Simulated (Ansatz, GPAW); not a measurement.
**A C7 chain between two Pd chains: relaxation, then transmission at several levels**

Wanted: T(E) of a C7 chain between two Pd chains at a relaxed geometry in two programs, beside the unrelaxed structure.

Calculated with GPAW 26.7.0 and Ansatz 0.2.0; Ansatz plane waves; relaxation of the junction with the lead ends held; PAW set soft_1, in the first sound run; inputs show where later runs differ.

Most raw output is cut from this account.

## (1) The starting structure

The cell holds 23 atoms: 16 Pd and 7 C. Its edges and angles: a = 9.000 Å, b = 9.000 Å, c = 48.927 Å, α = 90.0°, β = 90.0°, γ = 90.0°. Regions: left lead, 8 atoms (8 Pd); channel, 7 atoms (7 C); right lead, 8 atoms (8 Pd). Vacuum lies along a and b. The structure is stacked along c, and the current runs across the ab planes.

## (2) Relaxation

Transmission follows bond lengths closely, so the atoms between the held lead ends are relaxed first, from a slightly shaken start that lets symmetry break.

Input file input.yaml:

```yaml
crystal:
  lattice:
    - [9.0, 0.0, 0.0]
    - [0.0, 9.0, 0.0]
    - [0.0, 0.0, 48.927]
  atoms:
    - { symbol: Pd, position: [0.5, 0.5, 0.0255482658] }
    - { symbol: Pd, position: [0.5, 0.5, 0.0766447974] }
    - { symbol: Pd, position: [0.5, 0.5, 0.1277413289] }
    - { symbol: Pd, position: [0.5, 0.5, 0.1788378605] }
    - { symbol: Pd, position: [0.5, 0.5, 0.2299343921] }
    - { symbol: Pd, position: [0.5, 0.5, 0.2810309236] }
    - { symbol: Pd, position: [0.501844202, 0.5007253354, 0.3320918981] }
    - { symbol: Pd, position: [0.492270213, 0.5014383139, 0.3819202405] }
    - { symbol: C, position: [0.5030330707, 0.5020198852, 0.4217181045] }
    - { symbol: C, position: [0.5027589945, 0.5009950482, 0.4460206013] }
    - { symbol: C, position: [0.498976459, 0.5050269076, 0.473379384] }
    - { symbol: C, position: [0.4992395873, 0.4975849517, 0.4985587205] }
    - { symbol: C, position: [0.4989781404, 0.5008551722, 0.5260834369] }
    - { symbol: C, position: [0.4988176385, 0.4979439495, 0.5514580402] }
    - { symbol: C, position: [0.4955194467, 0.5001739497, 0.5795941049] }
    - { symbol: Pd, position: [0.4974436237, 0.4998486942, 0.6185034086] }
    - { symbol: Pd, position: [0.4966910853, 0.4945961949, 0.6676108432] }
    - { symbol: Pd, position: [0.5, 0.5, 0.7189690764] }
    - { symbol: Pd, position: [0.5, 0.5, 0.7700656079] }
    - { symbol: Pd, position: [0.5, 0.5, 0.8211621395] }
    - { symbol: Pd, position: [0.5, 0.5, 0.8722586711] }
    - { symbol: Pd, position: [0.5, 0.5, 0.9233552026] }
    - { symbol: Pd, position: [0.5, 0.5, 0.9744517342] }
kpoints:
  mp_grid: { grid: [1, 1, 2] }
hamiltonian:
  xc: pbe
  pseudopotentials: { kind: paw, azcp: { folder: soft_1 } }
scf:
  occupations: { method: fermi_dirac, width: 0.1 }
relax:
  f_tol: 0.03
  max_steps: 80
  constraints: [{ sites: [0, 1, 2, 3, 4, 5, 17, 18, 19, 20, 21, 22] }]
```

Launch:

```sh
ansatz run input.yaml --threads 4 --pin off --max-ram 8192MiB --backend cpu --events-out ev --progress --plain --runs-dir out
```

Run time: 2.8 min. Hardware: 4 threads of Intel Xeon Platinum 8488C (Sapphire Rapids), shared host; peak memory 6.3 GiB.

The steps of the relaxation:

| step | energy less that of the first step (eV) | largest force component (eV/Å) |
| --- | --- | --- |
| 1 | 0.0000 | 7.5195 |
| 2 | -0.6087 | 2.7440 |
| 3 | -0.7913 | 0.6194 |
| 4 | -0.8721 | 0.6221 |
| 5 | -0.9515 | 0.2996 |
| 6 | -0.9700 | 0.1140 |
| 7 | -0.9740 | 0.0239 |
| 8 | -0.9740 | 0.0239 |
| 9 | -0.9747 | 0.0274 |
| 10 | -0.9750 | 0.0189 |

The atoms that moved most (Å):

| atom | dx | dy | dz | length |
| --- | --- | --- | --- | --- |
| Pd16 | 0.263 | 0.471 | -0.113 | 0.551 |
| Pd8 | -0.468 | -0.006 | 0.065 | 0.472 |
| Pd7 | 0.420 | -0.041 | 0.058 | 0.426 |
| Pd17 | -0.137 | -0.321 | -0.053 | 0.353 |
| C9 | -0.210 | -0.025 | -0.058 | 0.219 |
| C15 | 0.135 | 0.167 | -0.039 | 0.218 |
| C14 | 0.058 | 0.099 | 0.052 | 0.126 |
| C10 | -0.104 | -0.013 | 0.039 | 0.112 |

Final coordinates:

```cif
data_structure
_symmetry_space_group_name_H-M 'P 1'
_symmetry_Int_Tables_number 1
_cell_length_a 9.0000
_cell_length_b 9.0000
_cell_length_c 48.9270
_cell_angle_alpha 90.000
_cell_angle_beta 90.000
_cell_angle_gamma 90.000
_cell_volume 3963.09
loop_
_atom_site_label
_atom_site_type_symbol
_atom_site_fract_x
_atom_site_fract_y
_atom_site_fract_z
_atom_site_occupancy
Pd1 Pd 0.50000 0.50000 0.02555 1
Pd2 Pd 0.50000 0.50000 0.07664 1
Pd3 Pd 0.50000 0.50000 0.12774 1
Pd4 Pd 0.50000 0.50000 0.17884 1
Pd5 Pd 0.50000 0.50000 0.22993 1
Pd6 Pd 0.50000 0.50000 0.28103 1
Pd7 Pd 0.54855 0.49614 0.33328 1
Pd8 Pd 0.44029 0.50074 0.38326 1
C9 C 0.47970 0.49928 0.42054 1
C10 C 0.49122 0.49959 0.44681 1
C11 C 0.49621 0.50036 0.47336 1
C12 C 0.49964 0.50211 0.49967 1
C13 C 0.50232 0.50452 0.52597 1
C14 C 0.50521 0.50899 0.55252 1
C15 C 0.51047 0.51869 0.57880 1
Pd16 Pd 0.52670 0.55221 0.61620 1
Pd17 Pd 0.48148 0.45896 0.66653 1
Pd18 Pd 0.50000 0.50000 0.71897 1
Pd19 Pd 0.50000 0.50000 0.77007 1
Pd20 Pd 0.50000 0.50000 0.82116 1
Pd21 Pd 0.50000 0.50000 0.87226 1
Pd22 Pd 0.50000 0.50000 0.92336 1
Pd23 Pd 0.50000 0.50000 0.97445 1
```

Numbers from this step:

- free energy: -113275.7777 eV
- smearing term TS: 1.564 eV
- symmetry operations: 1

The relaxation lowered the energy of the cell by 0.975 eV.

## (3) Plane-wave reference (PBE)

A plane-wave run comes first: its basis does not favour the atoms, so it serves as the reference for the orbital bases.

This step: Ansatz plane waves; Landauer transmission by layers, zero bias; PAW set soft_1 (Ansatz 0.2.0).

Input file input.yaml:

```yaml
crystal:
  lattice:
    - [9.0, 0.0, 0.0]
    - [0.0, 9.0, 0.0]
    - [0.0, 0.0, 48.927]
  atoms:
    - { symbol: Pd, position: [0.5, 0.5, 0.0255482658] }
    - { symbol: Pd, position: [0.5, 0.5, 0.0766447974] }
    - { symbol: Pd, position: [0.5, 0.5, 0.1277413289] }
    - { symbol: Pd, position: [0.5, 0.5, 0.1788378605] }
    - { symbol: Pd, position: [0.5, 0.5, 0.2299343921] }
    - { symbol: Pd, position: [0.5, 0.5, 0.2810309236] }
    - { symbol: Pd, position: [0.5485525708, 0.4961369589, 0.3332766073] }
    - { symbol: Pd, position: [0.4402924762, 0.5007353422, 0.3832562452] }
    - { symbol: C, position: [0.4796968563, 0.4992760213, 0.4205385948] }
    - { symbol: C, position: [0.4912174361, 0.4995938608, 0.4468143674] }
    - { symbol: C, position: [0.4962060351, 0.5003579219, 0.4733633575] }
    - { symbol: C, position: [0.4996386888, 0.5021130916, 0.4996693163] }
    - { symbol: C, position: [0.5023199123, 0.5045164653, 0.5259741411] }
    - { symbol: C, position: [0.5052109501, 0.508987368, 0.5525247274] }
    - { symbol: C, position: [0.5104669078, 0.5186902527, 0.578803673] }
    - { symbol: Pd, position: [0.5267008059, 0.552205605, 0.6162039724] }
    - { symbol: Pd, position: [0.4814753484, 0.4589604204, 0.6665259868] }
    - { symbol: Pd, position: [0.5, 0.5, 0.7189690764] }
    - { symbol: Pd, position: [0.5, 0.5, 0.7700656079] }
    - { symbol: Pd, position: [0.5, 0.5, 0.8211621395] }
    - { symbol: Pd, position: [0.5, 0.5, 0.8722586711] }
    - { symbol: Pd, position: [0.5, 0.5, 0.9233552026] }
    - { symbol: Pd, position: [0.5, 0.5, 0.9744517342] }
kpoints:
  mp_grid: { grid: [1, 1, 2] }
hamiltonian:
  xc: pbe
  pseudopotentials: { kind: paw, azcp: { folder: soft_1 } }
scf:
  occupations: { method: fermi_dirac, width: 0.1 }
output:
  transmission:
    leads: [[0, 1]]
    e_range: [-2, 2]
    de: 0.025
    kmesh: [1, 1]
    reduced_basis: true
  write_potential: true
  write_density: true
  volumetric_format: npy
  elf: true
```

It took 3.4 min on 4 threads; peak memory 6.5 GiB.

Numbers from this step:

| Quantity | Value |
| --- | --- |
| lead level | 0 eV from the Fermi level |
| transmission at the Fermi level (one spin) | 0.1077 |
| open channels of the lead at the Fermi level (one spin) | 4 |
| step of the potential along the lead | 1.6 meV |
| offset of the lead | 0 Å |
| filling of the lead less its bulk value, in size | 11.2 meV |
| conductance | 0.1047 G₀ |

One spin. Table of transmission, zone mean by energy, zero at the Fermi level:

| energy (eV) | transmission, zone mean |
| --- | --- |
| -2.000 | 0.572 |
| -1.900 | 0.700 |
| -1.800 | 0.894 |
| -1.700 | 1.15 |
| -1.600 | 1.43 |
| -1.500 | 1.62 |
| -1.400 | 1.69 |
| -1.300 | 1.61 |
| -1.200 | 1.22 |
| -1.100 | 0.639 |
| -1.050 | 1.00 |
| -1.000 | 0.377 |
| -0.900 | 0.510 |
| -0.800 | 1.17 |
| -0.750 | 1.30 |
| -0.700 | 1.19 |
| -0.600 | 0.537 |
| -0.550 | 1.68 |
| -0.500 | 0.639 |
| -0.400 | 0.337 |
| -0.300 | 0.217 |
| -0.200 | 0.167 |
| -0.100 | 0.144 |
| 0.000 | 0.108 |
| 0.100 | 0.0434 |
| 0.200 | 8.3e-4 |
| 0.300 | 0.00160 |
| 0.400 | 0.00340 |
| 0.500 | 0.00937 |
| 0.600 | 0.0660 |
| 0.650 | 0.498 |
| 0.700 | 0.0425 |
| 0.800 | 0.00828 |
| 0.900 | 0.00292 |
| 1.000 | 0.00142 |
| 1.100 | 8.1e-4 |
| 1.200 | 5.0e-4 |
| 1.300 | 3.3e-4 |
| 1.400 | 2.3e-4 |
| 1.500 | 1.6e-4 |
| 1.600 | 1.1e-4 |
| 1.700 | 8.1e-5 |
| 1.800 | 5.7e-5 |
| 1.900 | 3.9e-5 |
| 2.000 | 2.5e-5 |

One spin. The open channels, zone mean by energy, zero at the Fermi level:

| energy (eV) | open channels, zone mean |
| --- | --- |
| -2.000 | 3 |
| -1.900 | 3 |
| -1.800 | 3 |
| -1.700 | 3 |
| -1.600 | 3 |
| -1.500 | 3 |
| -1.400 | 3 |
| -1.300 | 3 |
| -1.200 | 3 |
| -1.100 | 5 |
| -1.000 | 5 |
| -0.900 | 5 |
| -0.800 | 5 |
| -0.700 | 5 |
| -0.600 | 5 |
| -0.500 | 4 |
| -0.400 | 4 |
| -0.300 | 4 |
| -0.200 | 4 |
| -0.100 | 4 |
| 0.000 | 4 |
| 0.100 | 4 |
| 0.200 | 1 |
| 0.300 | 1 |
| 0.400 | 1 |
| 0.500 | 1 |
| 0.600 | 1 |
| 0.700 | 1 |
| 0.800 | 1 |
| 0.900 | 1 |
| 1.000 | 1 |
| 1.100 | 1 |
| 1.200 | 1 |
| 1.300 | 1 |
| 1.400 | 1 |
| 1.500 | 1 |
| 1.600 | 1 |
| 1.700 | 1 |
| 1.800 | 1 |
| 1.900 | 1 |
| 2.000 | 1 |

Crystal 0, spin -, k parallel (0, 0); distinct values, listed up to 1.5 1/Å. Table of Im kz of the slowest decaying states by energy, zero at the Fermi level:

| energy (eV) | decay 1 (Å⁻¹) | decay 2 (Å⁻¹) | decay 3 (Å⁻¹) | decay 4 (Å⁻¹) |
| --- | --- | --- | --- | --- |
| -2.0000 | 0.728 | 0.818 | 0.820 | 1.35 |
| -1.7500 | 0.666 | 0.702 | 0.703 | 1.33 |
| -1.5000 | 0.542 | 0.543 | 0.595 | 1.30 |
| -1.2500 | 0.243 | 0.244 | 0.515 | 1.28 |
| -1.0000 | 0.418 | 1.25 | 1.26 | 1.37 |
| -0.7500 | 0.290 | 1.23 | 1.23 | 1.34 |
| -0.5000 | 0.265 | 0.265 | 1.20 | 1.21 |
| -0.2500 | 0.519 | 0.519 | 1.18 | 1.18 |
| 0.0000 | 0.656 | 1.15 | 1.15 | 1.26 |
| 0.2500 | 0.118 | 0.118 | 0.143 | 0.751 |
| 0.5000 | 0.205 | 0.205 | 0.266 | 0.825 |
| 0.7500 | 0.255 | 0.255 | 0.347 | 0.883 |
| 1.0000 | 0.289 | 0.289 | 0.411 | 0.932 |
| 1.2500 | 0.311 | 0.311 | 0.464 | 0.974 |
| 1.5000 | 0.324 | 0.324 | 0.509 | 0.957 |
| 1.7500 | 0.330 | 0.330 | 0.548 | 0.921 |
| 2.0000 | 0.327 | 0.327 | 0.582 | 0.884 |

Crystal 0, spin -, k parallel (0, 0). Re kz of states that move upwards against energy, zero at the Fermi level:

| energy (eV) | channel 1 (Å⁻¹) | channel 2 (Å⁻¹) | channel 3 (Å⁻¹) | channel 4 (Å⁻¹) | channel 5 (Å⁻¹) |
| --- | --- | --- | --- | --- | --- |
| -2.0000 | -0.781 | -0.781 | 0.603 | - | - |
| -1.7500 | -0.694 | -0.694 | 0.646 | - | - |
| -1.5000 | -0.616 | -0.616 | 0.689 | - | - |
| -1.2500 | -0.542 | -0.542 | 0.735 | - | - |
| -1.0000 | -0.470 | -0.470 | 0.485 | 0.486 | 0.783 |
| -0.7500 | -0.399 | -0.399 | 0.818 | 0.818 | 0.837 |
| -0.5000 | -0.325 | -0.325 | 0.0762 | 0.899 | - |
| -0.2500 | -0.244 | -0.244 | 0.307 | 0.975 | - |
| 0.0000 | -0.141 | -0.141 | 0.425 | 1.08 | - |
| 0.2500 | 0.513 | - | - | - | - |
| 0.5000 | 0.584 | - | - | - | - |
| 0.7500 | 0.644 | - | - | - | - |
| 1.0000 | 0.695 | - | - | - | - |
| 1.2500 | 0.740 | - | - | - | - |
| 1.5000 | 0.781 | - | - | - | - |
| 1.7500 | 0.818 | - | - | - | - |
| 2.0000 | 0.853 | - | - | - | - |

The electrostatic potential energy of an electron (with the applied field's), less the Fermi level, planar mean oscillates, so the rows of the table below give means over windows of 2.45 Å about each position, cut where the curve ends. Its first 14 maxima inside the range that stand out by 2 % of the span (Å: eV): 2.4: 5.04, 5.0: 5.04, 7.5: 5.04, 10.1: 5.03, 12.5: 5.03, 15.1: 5.02, 17.5: 4.91, 19.8: 5.18, 21.2: 5.00, 22.6: 4.88, 23.8: 4.84, 25.1: 4.82, 26.4: 4.89, 27.7: 4.99. Its first 14 minima: 1.2: 3.36, 3.8: 3.37, 6.3: 3.36, 8.7: 3.37, 11.3: 3.35, 13.7: 3.34, 16.3: 3.30, 18.8: 3.51, 20.5: 4.43, 21.9: 4.37, 23.1: 4.25, 24.5: 4.26, 25.7: 4.24, 27.0: 4.38.

Electrostatic potential energy of an electron (with the applied field's), less the Fermi level, planar mean against z; means over each step:

| z (Å) | electrostatic potential energy of an electron (with the applied field's), less the Fermi level, planar mean (eV) |
| --- | --- |
| 1.23 | 4.25 |
| 3.68 | 4.25 |
| 6.12 | 4.25 |
| 8.58 | 4.24 |
| 11.03 | 4.24 |
| 13.47 | 4.23 |
| 15.93 | 4.20 |
| 18.38 | 4.29 |
| 20.83 | 4.74 |
| 23.28 | 4.56 |
| 25.73 | 4.57 |
| 28.18 | 4.76 |
| 30.63 | 4.29 |
| 33.08 | 4.21 |
| 35.53 | 4.23 |
| 37.98 | 4.24 |
| 40.43 | 4.25 |
| 42.88 | 4.25 |
| 45.33 | 4.25 |
| 47.78 | 4.17 |

The valence density, planar mean oscillates, so the rows of the table below give means over windows of 2.45 Å about each position, cut where the curve ends. Its first 14 maxima inside the range that stand out by 2 % of the span (Å: e/Å³): 1.2: 0.216, 3.8: 0.215, 6.3: 0.217, 8.7: 0.215, 11.3: 0.216, 13.7: 0.216, 16.3: 0.216, 18.8: 0.218, 27.3: 0.0404, 30.2: 0.218, 32.6: 0.216, 35.2: 0.216, 37.6: 0.216, 40.2: 0.215. Its first 14 minima: 2.4: 0.0150, 5.0: 0.0149, 7.5: 0.0149, 10.1: 0.0150, 12.5: 0.0148, 15.1: 0.0138, 17.5: 0.0139, 19.8: 0.0282, 29.1: 0.0278, 31.4: 0.0137, 33.8: 0.0136, 36.4: 0.0148, 38.9: 0.0150, 41.5: 0.0149.

The valence density, planar mean by z; means over each step:

| z (Å) | valence density, planar mean (e/Å³) |
| --- | --- |
| 1.23 | 0.0904 |
| 3.68 | 0.0904 |
| 6.12 | 0.0904 |
| 8.58 | 0.0904 |
| 11.03 | 0.0903 |
| 13.47 | 0.0903 |
| 15.93 | 0.0898 |
| 18.38 | 0.0907 |
| 20.83 | 0.0364 |
| 23.28 | 0.0379 |
| 25.73 | 0.0379 |
| 28.18 | 0.0364 |
| 30.63 | 0.0903 |
| 33.08 | 0.0894 |
| 35.53 | 0.0902 |
| 37.98 | 0.0902 |
| 40.43 | 0.0903 |
| 42.88 | 0.0903 |
| 45.33 | 0.0904 |
| 47.78 | 0.0974 |

ELF in the ca plane at fractional y = 0.499, with atoms of Pd and C within 0.2 Å of it. It is the smooth field of the valence electrons, not physical close to the nuclei.

Ten even steps from '0' (0.00) to '9' (0.86), each cell a mean:
```
00000000000000000000000000000000000000000000
00000000000000000000000000000000000000000000
00000000000000000000000000000000000000000000
00000000000000000000000000000000000000000000
00000000000000000000000000000000000000000000
00000000000111100000000000000000000000000000
11111111001111110000000000000000000000000011
11111111111223210011111111122211122222212223
21112222112355421122223433455544455555555566
42223444222443431123224776787777788788778878
43224444323432442234335987986897698679759957
34234324423443442245445954971694298159518824
44234334422345442343344942982695398369638946
43224554322223331243344876997898799789878878
32122332211112220144443687777776677677666666
11111111111111110134432454444433334443323333
11111111100001000012322221111111111111000111
00000000000000000011221100000000000000000000
00000000000000000001111000000000000000000000
00000000000000000000000000000000000000000000
00000000000000000000000000000000000000000000
00000000000000000000000000000000000000000000
00000000000000000000000000000000000000000000
00000000000000000000000000000000000000000000
```
Columns run along c (16.0 Å, from fractional 0.24 to 0.57 of the cell), rows up along a (9.0 Å). Atoms in or near the plane, at fractional coordinates: Pd at (0.28, 0.50), Pd at (0.33, 0.55), Pd at (0.38, 0.44), C at (0.42, 0.48), C at (0.45, 0.49), C at (0.47, 0.50), C at (0.50, 0.50), C at (0.53, 0.50), C at (0.55, 0.51).

Valence density in the ca plane at fractional y = 0.499, with atoms of Pd and C within 0.2 Å of it. It is the smooth field of the valence electrons, not physical close to the nuclei.

Ten steps, logarithmic in the rise over the least value, from '0' (0 e/Å³) to '9' (14 e/Å³), each cell a mean:
```
00000000000000000000000000000000000000000000
00000000000000000000000000000000000000000000
00000000000000000000000000000000000000000000
00000000000000000000000000000000000000000000
00000000000000000000000000000000000000000000
00000000000000000000000000000000000000000000
00000000000000000000000000000000000000000000
00000000000000000000000011000000000000000000
00111111111111111111111233210011100011221101
22222222333333333333333466421123321124553212
44444444445545555555444688632356642247886324
55555556555655655555554688632478863258997435
55555555555555555555443566522479863248997435
44444444443333333333322233212367752235775223
22222222221111111111111111111234421112332111
10000000000000000000000000000011110000110000
00000000000000000000000000000000000000000000
00000000000000000000000000000000000000000000
00000000000000000000000000000000000000000000
00000000000000000000000000000000000000000000
00000000000000000000000000000000000000000000
00000000000000000000000000000000000000000000
00000000000000000000000000000000000000000000
00000000000000000000000000000000000000000000
```
Columns run along c (16.0 Å, from fractional 0.43 to 0.76 of the cell), rows up along a (9.0 Å). Atoms in or near the plane, at fractional coordinates: C at (0.45, 0.49), C at (0.47, 0.50), C at (0.50, 0.50), C at (0.53, 0.50), C at (0.55, 0.51), C at (0.58, 0.51), Pd at (0.72, 0.50).

Electrostatic potential energy in the ca plane at fractional y = 0.499, with atoms of Pd and C within 0.2 Å of it. With pseudopotentials it is smooth inside the atoms' cores, unlike the true potential.

Ten even steps from '0' (-57 eV) to '9' (2 eV), each cell a mean:
```
99999999999999999999999999999999999999999999
99999999999999999999999999999999999999999999
99999999999999999999999999999999999999999999
99999999999999999999999999999999999999999999
99999999999999999999999999999999999999999999
99999999999999999999999999999999999999999999
99999999999999999999999999999999999999999999
99999999999988999999999999999999999999999999
99999999999754689999999999999999999999999999
68998657898400168999999999998998888888888888
26884102687200048987789866764564365246325523
04872000588300158852257510320130021003002200
05873001588743588610016400320141033014103412
47986324799988898610016633664676577668767877
89998878999999999731137888999999999999999999
99999999999999999876679999999999999999999999
99999999999999999999999999999999999999999999
99999999999999999999999999999999999999999999
99999999999999999999999999999999999999999999
99999999999999999999999999999999999999999999
99999999999999999999999999999999999999999999
99999999999999999999999999999999999999999999
99999999999999999999999999999999999999999999
99999999999999999999999999999999999999999999
```
Columns run along c (16.0 Å, from fractional 0.24 to 0.57 of the cell; values clipped at the 3rd and 97th percentile), rows up along a (9.0 Å). Atoms in or near the plane, at fractional coordinates: Pd at (0.28, 0.50), Pd at (0.33, 0.55), Pd at (0.38, 0.44), C at (0.42, 0.48), C at (0.45, 0.49), C at (0.47, 0.50), C at (0.50, 0.50), C at (0.53, 0.50), C at (0.55, 0.51).

The largest of the program's own error estimates on the conductance is 5.4 %. T at the Fermi level is 0.108 of 4 open channels a spin.

(Continued in part 2 of 3.)

[Logs are printed without paths, hosts, clocks, repeated set-up lines and the standing remarks that a program may print on its own settings, such as how far it seeks lower states.]

[Hosts, paths, dates, database ids (printed as entryN), source tags and the programs' standing remarks are cut or masked in the printed files.]
